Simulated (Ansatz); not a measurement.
MgZn4O, before and after

This trial cell of MgZn4O was written down by chemical analogy (P3m1, No. 156). Its size is a guess.

start.cif

```cif
data_structure
_symmetry_space_group_name_H-M 'P3m1'
_symmetry_Int_Tables_number 156
_cell_length_a 2.9500
_cell_length_b 2.9500
_cell_length_c 10.6700
_cell_angle_alpha 90.000
_cell_angle_beta 90.000
_cell_angle_gamma 120.000
_cell_volume 80.42
loop_
_atom_site_label
_atom_site_type_symbol
_atom_site_symmetry_multiplicity
_atom_site_Wyckoff_symbol
_atom_site_fract_x
_atom_site_fract_y
_atom_site_fract_z
_atom_site_occupancy
Mg1 Mg 1 b 0.33333 0.66667 0.10000 1
Zn1 Zn 1 c 0.66667 0.33333 0.90000 1
Zn2 Zn 1 b 0.33333 0.66667 0.52000 1
Zn3 Zn 1 a 0.00000 0.00000 0.71000 1
Zn4 Zn 1 a 0.00000 0.00000 0.32000 1
O1 O 1 a 0.00000 0.00000 0.00000 1
```

Theory: Ansatz 0.2.0, DFT PBE, scalar-relativistic, plane waves, PAW. Cutoff 420 eV, Gaussian smearing, Γ-centred meshes. Cell and atoms relax first on a coarse mesh, the cell is then made exact in the group found at 0.06 to 0.08 Å, and last on a converged mesh; the steps can't lower the symmetry of their start. No spin polarisation.

end.cif

```cif
data_structure
_symmetry_space_group_name_H-M 'P3m1'
_symmetry_Int_Tables_number 156
_cell_length_a 3.0072
_cell_length_b 3.0072
_cell_length_c 11.1850
_cell_angle_alpha 90.000
_cell_angle_beta 90.000
_cell_angle_gamma 120.000
_cell_volume 87.59
loop_
_atom_site_label
_atom_site_type_symbol
_atom_site_symmetry_multiplicity
_atom_site_Wyckoff_symbol
_atom_site_fract_x
_atom_site_fract_y
_atom_site_fract_z
_atom_site_occupancy
Mg1 Mg 1 b 0.33333 0.66667 0.11171 1
Zn1 Zn 1 c 0.66667 0.33333 0.87830 1
Zn2 Zn 1 b 0.33333 0.66667 0.51313 1
Zn3 Zn 1 a 0.00000 0.00000 0.69784 1
Zn4 Zn 1 a 0.00000 0.00000 0.32653 1
O1 O 1 a 0.00000 0.00000 0.02249 1
```

The symmetry stays P3m1 (No. 156). The volume per atom grows by 8.9 %, from 13.4 to 14.6 Å³. The shortest distance goes from 2.01 Å (Mg–O and Zn–O) to 2.00 Å (Mg–O).

```yaml
Volume_per_atom: 14.60 Å³
Density: 5.72 g/cm³
Energy_over_the_elements: −0.56 eV/atom
Gap_on_the_12×12×4_mesh_of_the_6-atom_cell: 0 eV (a metal)
```

The zero of energy is the elements' standard structures at the same level (O₂ as a molecule); no fitted shifts are applied.

The last run used Gaussian smearing of 0.10 eV. A structure relaxed within its symmetry needn't be a true minimum. Another cell of the same search, in P4/nmm, lies 193 meV/atom lower, so this cell isn't the stable form at this level.
